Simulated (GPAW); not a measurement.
Set up this calculation in GPAW 26.7.0, as an ASE script.

```yaml
Task: single point
Functional: PBE
Potentials_or_basis: GPAW PAW data sets (gpaw-data 1.2.1)
Cutoff: 600 eV
Basis: pw
k_mesh: 7 × 7 × 7
Occupations: gaussian, width 0.018 eV
Spin: no spin polarisation
Maxiter: 150
```

TePb:

```xyz
2
Lattice="0.0000 3.2310 3.2310 3.2310 0.0000 3.2310 3.2310 3.2310 0.0000" Properties=species:S:1:pos:R:3 pbc="T T T"
Pb    0.0000    0.0000    0.0000
Te    3.2310    3.2310    3.2310
```

The input as run:

run.py

```python
from ase import Atoms
from ase.dft.bandgap import bandgap
from ase.io import write
from ase.units import GPa
from gpaw import GPAW, PW

atoms = Atoms(['Pb', 'Te'],
              cell=[[0.0, 3.231, 3.231],
                    [3.231, 0.0, 3.231],
                    [3.231, 3.231, 0.0]],
              scaled_positions=[[0.0, 0.0, 0.0],
                                [0.5, 0.5, 0.5]],
              pbc=True)

calc = GPAW(mode=PW(600),
            xc='PBE',
            kpts={'size': (7, 7, 7), 'gamma': True},
            occupations={'name': 'methfessel-paxton', 'order': 0, 'width': 0.018000000000000002},
            nbands=19,
            convergence={'density': 1e-05, 'energy': 1e-05},
            maxiter=150,
            txt='gpaw.txt')
atoms.calc = calc
energy = atoms.get_potential_energy()
forces = atoms.get_forces()
stress = atoms.get_stress()
calc.write('gs.gpw')
write('result.traj', atoms)
print(f'Energy: {energy:.6f} eV')
print('Forces (eV/A):')
print(forces.round(4))
print('Stress (GPa):', (stress / GPa).round(3))
print('Fermi level:', round(calc.get_fermi_level(), 4), 'eV')
print(f'Gap: {bandgap(calc)[0]:.4f} eV, direct: {bandgap(calc, direct=True)[0]:.4f} eV')
```

Potentials or basis: GPAW PAW data sets (gpaw-data 1.2.1), pw.

Launch:

```sh
$ OMP_NUM_THREADS=1 python run.py
```

Results of the run:

| Property | Result |
| --- | --- |
| Pressure | 1.8 GPa |

Caveat: this odd mesh misses L, where the gap lies, so gap, dielectric constants and Born charges aren't listed.

Run time: 15 s on 1 thread of Arm Neoverse V2, on a shared host, peak memory 0.17 GiB.
